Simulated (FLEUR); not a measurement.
# CuO (Tenorite) (C2/c) in FLEUR: further runs, part 2 of 2

FLEUR MaX-R8.1 (later development tree). The steps go on from the part before.

## 3. Equation of state, LDA, 9.53 Å³/atom (volume scaled by 0.94)

Changes to inp.xml since step 2:

```diff
@@ -6,3 +6,3 @@
    <calculationSetup>
-      <cutoffs Kmax="5.08" Gmax="15.7" GmaxXC="15.7" numbands="0"/>
+      <cutoffs Kmax="5.21" Gmax="16.2" GmaxXC="16.2" numbands="0"/>
       <scfLoop itmax="60" minDistance="0.00001" maxIterBroyd="15" imix="Anderson" alpha="0.05" precondParam="0.0" spinf="2.0" sdNocoIR="T"/>
@@ -24,3 +24,3 @@
       <xi:include xmlns:xi="http://www.w3.org/2001/XInclude" href="sym.xml"> </xi:include>
-      <bulkLattice scale="1.0">
+      <bulkLattice scale="0.9795861087">
          <bravaisMatrix>
@@ -34,3 +34,3 @@
       <species name="Copper (Cu)" element="Cu" atomicNumber="29">
-         <mtSphere radius="1.93" gridPoints="639" logIncrement="0.019"/>
+         <mtSphere radius="1.88" gridPoints="639" logIncrement="0.019"/>
          <atomicCutoffs lmax="8" lnonsphr="8"/>
@@ -49,3 +49,3 @@
       <species name="Oxygen (O)" element="O" atomicNumber="8">
-         <mtSphere radius="1.48" gridPoints="489" logIncrement="0.022"/>
+         <mtSphere radius="1.43" gridPoints="489" logIncrement="0.022"/>
          <atomicCutoffs lmax="8" lnonsphr="8"/>
```

Potentials or basis: all-electron, FLAPW.

Run with:

```console
$ inpgen -f crystal.txt -profile fastHighL
$ # inp.xml edited to the form shown
$ fleur_MPI
```

Run time: 15 min. Hardware: 1 thread of Intel Xeon at 2.50GHz (Skylake/Cascade Lake), shared host; peak memory 0.11 GiB.

The run converged. Its results:

```yaml
Free_energy: -94003.2465 eV
Band_gap_on_the_k_mesh: none (metal or under the smearing width)
Valence_electrons_inside_the_program's_atomic_spheres: Cu 17.05; O 4.56 (radii Cu 1.88, O 1.43 bohr)
```

Caveat: the run has no spin polarisation, though such a crystal can be magnetic; semilocal functionals often make such compounds metallic where correlation or magnetic order opens a gap, which also shifts bond lengths.

## 4. Equation of state, LDA, 9.73 Å³/atom (volume scaled by 0.96)

Changes to inp.xml since step 3:

```diff
@@ -24,3 +24,3 @@
       <xi:include xmlns:xi="http://www.w3.org/2001/XInclude" href="sym.xml"> </xi:include>
-      <bulkLattice scale="0.9795861087">
+      <bulkLattice scale="0.9864848297">
          <bravaisMatrix>
```

Run with:

```console
$ inpgen -f crystal.txt -profile fastHighL
$ # inp.xml edited to the form shown
$ fleur_MPI
```

Run time: 16 min. Hardware: 1 thread of Intel Xeon at 2.50GHz (Skylake/Cascade Lake), shared host; peak memory 0.11 GiB.

The run converged. Its results:

```
Free energy                                           : -94003.2455 eV
Band gap on the k mesh                                : none (metal or under the smearing width)
Valence electrons inside the program's atomic spheres : Cu 17.04; O 4.55 (radii Cu 1.88, O 1.43 bohr)
```

Caveat: the run has no spin polarisation, though such a crystal can be magnetic; semilocal functionals often make such compounds metallic where correlation or magnetic order opens a gap, which also shifts bond lengths.

## 5. Equation of state, LDA, 10.13 Å³/atom

Changes to inp.xml since step 4:

```diff
@@ -24,3 +24,3 @@
       <xi:include xmlns:xi="http://www.w3.org/2001/XInclude" href="sym.xml"> </xi:include>
-      <bulkLattice scale="0.9864848297">
+      <bulkLattice scale="1.0000000000">
          <bravaisMatrix>
```

Run with:

```console
$ inpgen -f crystal.txt -profile fastHighL
$ # inp.xml edited to the form shown
$ fleur_MPI
```

It took 18 min on 1 thread of Intel Xeon at 2.50GHz (Skylake/Cascade Lake), shared host; peak memory 0.11 GiB.

It converged, with:

```
Free energy                                           : -94003.1838 eV
Band gap on the k mesh                                : none (metal or under the smearing width)
Valence electrons inside the program's atomic spheres : Cu 17.01; O 4.53 (radii Cu 1.88, O 1.43 bohr)
```

Caveat: the run has no spin polarisation, though such a crystal can be magnetic; semilocal functionals often make such compounds metallic where correlation or magnetic order opens a gap, which also shifts bond lengths.

## 6. Equation of state, LDA, 10.54 Å³/atom (volume scaled by 1.04)

Changes to inp.xml since step 5:

```diff
@@ -24,3 +24,3 @@
       <xi:include xmlns:xi="http://www.w3.org/2001/XInclude" href="sym.xml"> </xi:include>
-      <bulkLattice scale="1.0000000000">
+      <bulkLattice scale="1.0131594038">
          <bravaisMatrix>
```

Potentials or basis: all-electron, FLAPW.

Run with:

```console
$ inpgen -f crystal.txt -profile fastHighL
$ # inp.xml edited to the form shown
$ fleur_MPI
```

Run time: 18 min. Hardware: 1 thread of Intel Xeon at 2.50GHz (Skylake/Cascade Lake), shared host; peak memory 0.12 GiB.

The run converged. Its results:

```
Free energy                                           : -94003.0561 eV
Band gap on the k mesh                                : none (metal or under the smearing width)
Valence electrons inside the program's atomic spheres : Cu 16.99; O 4.51 (radii Cu 1.88, O 1.43 bohr)
```

Caveat: the run has no spin polarisation, though such a crystal can be magnetic; semilocal functionals often make such compounds metallic where correlation or magnetic order opens a gap, which also shifts bond lengths.

## 7. Equation of state, LDA, 10.74 Å³/atom (volume scaled by 1.06)

Changes to inp.xml since step 6:

```diff
@@ -24,3 +24,3 @@
       <xi:include xmlns:xi="http://www.w3.org/2001/XInclude" href="sym.xml"> </xi:include>
-      <bulkLattice scale="1.0131594038">
+      <bulkLattice scale="1.0196128224">
          <bravaisMatrix>
```

Run with:

```console
$ inpgen -f crystal.txt -profile fastHighL
$ # inp.xml edited to the form shown
$ fleur_MPI
```

Wall time 20 min (1 thread of Intel Xeon at 2.50GHz (Skylake/Cascade Lake), shared host); peak memory 0.12 GiB.

It converged, with:

```yaml
Free_energy: -94002.9720 eV
Band_gap_on_the_k_mesh: none (metal or under the smearing width)
Valence_electrons_inside_the_program's_atomic_spheres: Cu 16.98; O 4.50 (radii Cu 1.88, O 1.43 bohr)
```

Caveat: the run has no spin polarisation, though such a crystal can be magnetic; semilocal functionals often make such compounds metallic where correlation or magnetic order opens a gap, which also shifts bond lengths.

## 8. Equation of state, LDA

No new run: the results of the series are fitted here.

Results:

* Equilibrium volume: 9.62 Å³/atom
* Bulk modulus at fixed shape and positions: 207 GPa
* Pressure derivative of the bulk modulus: 4.6 (rough: it moves with the points fitted)

Energy against volume, from the lowest point:
```
volume (Å³/atom)  energy (meV/atom)
           9.527               0.00
           9.730               0.24
          10.135              15.66
          10.540              47.61
          10.743              68.61
```

Caveat: the cell was scaled at fixed shape and fractional positions, which overstates the stiffness of a crystal with free parameters, most of all of layers and chains; the run has no spin polarisation, though such a crystal can be magnetic.
